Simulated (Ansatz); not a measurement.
Tl under changes of volume

One of the cells (28.575 Å³/atom); the others are scaled copies at fixed shape and fractional positions:

```
CELL_PARAMETERS angstrom
3.45600 0.00000 0.00000
-1.72800 2.99298 0.00000
0.00000 0.00000 5.52500
ATOMIC_POSITIONS crystal
Tl 0.66667 0.33333 0.75000
Tl 0.33333 0.66667 0.25000
```

| Quantity | Value |
| --- | --- |
| Program | Ansatz 0.2.0 |
| Functional | BPBE |
| Potentials or basis | Ansatz PAW |
| Cutoff | 420 eV (not typed: the program's choice for these potentials) |
| k mesh | 9 × 9 × 5 |
| Occupations | cold, width 0.15 eV |
| Spin | collinear spin, random start |
| Starting moments | [0.05, 0.16] μB |

```tsv
volume (Å³/atom)	energy over the lowest point (meV/atom)	pressure (GPa)
26.860	72.25	6.3
27.432	51.71	5.2
28.003	35.11	4.1
28.575	?	?
29.146	12.00	2.4
29.718	4.77	1.7
30.289	0.00	1.0
```

Task: What does the run at 28.575 Å³/atom give?

Result: Energy over the lowest point 22.00 meV/atom; pressure 3.2 GPa.

Worked out: A Birch-Murnaghan fit of order 3 (a polynomial in V^(-2/3)) to the other rows has no minimum within the range. It gives 21.99 meV/atom at 28.575 Å³/atom, against the run's 22.00, and -dE/dV = 3.2 GPa, against 3.2.

Energies are extrapolated to zero smearing.

Caveats: the PAW data sets come from PBE, with cores solved anew for the run's functional, which leaves a small shift of forces and pressure; the starting moments weren't kept.
